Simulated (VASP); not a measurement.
BaTiO3:

```xyz
5
Lattice="2.8274 1.6324 2.3184 -2.8274 1.6324 2.3184 0.0000 -3.2648 2.3184" Properties=species:S:1:pos:R:3 pbc="T T T"
Ba    0.0000    0.0000    0.0000
Ti    0.0000    0.0000    3.3698
O     1.3885   -0.8017    2.3988
O    -1.3885   -0.8017    2.3988
O     0.0000    1.6033    2.3988
```

- Program: VASP 6.6.1
- Task: single point
- Functional: PBE
- Potentials or basis: VASP PAW PBE potentials, release 64 (Ba_sv, Ti_sv, O)
- Cutoff: 520 eV
- k mesh: 7 × 7 × 7
- Occupations: fermi-dirac, width 0.05 eV
- Spin: no spin polarisation

On this cell: pressure 6.8 GPa; largest force 0.214 eV/Å; band gap on the k mesh 2.44 eV, indirect (least direct gap 2.78 eV).

The same run follows on a disturbed copy (atoms moved at random, drawn with an rms of 0.05 Å):

```
Ba Ti O
1.0
     2.82737    1.63238    2.31839
    -2.82737    1.63238    2.31839
     0.00000   -3.26476    2.31839
Ba Ti O
1 1 3
Cartesian
  -0.0133 -0.0570 -0.0314
  0.0298 -0.0136 3.3333
  1.4171 -0.8379 2.4026
  -1.4111 -0.7929 2.4460
  -0.0089 1.6263 2.4086
```

Q: What changes?

A: The energy moves by +9.8 meV/atom; pressure 7.2 GPa; largest force 0.598 eV/Å; band gap on the k mesh 2.56 eV, indirect (least direct gap 2.98 eV).

Forces on the atoms (eV/Å):
```
Ba   0.198  0.329  0.040
Ti  -0.296 -0.096  0.510
O   -0.266  0.290  0.051
O    0.135 -0.192 -0.498
O    0.229 -0.331 -0.104
```

Stress tensor (GPa, compression positive):
```
 7.00  0.23 -0.09
 0.23  6.73  0.46
-0.09  0.46  7.74
```

Caveats: spin-orbit coupling is left out, which moves the levels of the heavy elements; an odd mesh through Γ misses points on the zone boundary, where band edges often lie.
